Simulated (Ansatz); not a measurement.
## Ir: equation of state with PBEsol

Crystal: Ir.

```xyz
1
Lattice="0.0000 1.9156 1.9156 1.9156 0.0000 1.9156 1.9156 1.9156 0.0000" Properties=species:S:1:pos:R:3 pbc="T T T"
Ir    0.0000    0.0000    0.0000
```

* Program: Ansatz 0.2.0
* Task: equation of state
* Functional: PBEsol
* Potentials or basis: all-electron LAPW, scalar-relativistic
* Basis error allowed: 0.001 eV/atom
* k mesh: 12 × 12 × 12
* Occupations: fermi-dirac, width 0.05 eV
* Spin: no spin polarisation

```json
{
 "Equilibrium volume": "14.03 Å³/atom",
 "Bulk modulus": "387 GPa",
 "Pressure derivative of the bulk modulus": "5.0"
}
```

Energy against volume, from the lowest point:
| volume (Å³/atom) | energy (meV/atom) |
| --- | --- |
| 13.215 | 64.85 |
| 13.496 | 26.71 |
| 13.778 | 5.75 |
| 14.059 | 0.00 |
| 14.340 | 7.75 |
| 14.621 | 27.45 |
| 14.902 | 57.72 |

All runs of the series together: 72 s on 1 thread of Arm Neoverse V1, with other jobs on the host.

Spin-orbit coupling is left out, which matters for the levels of Ir.
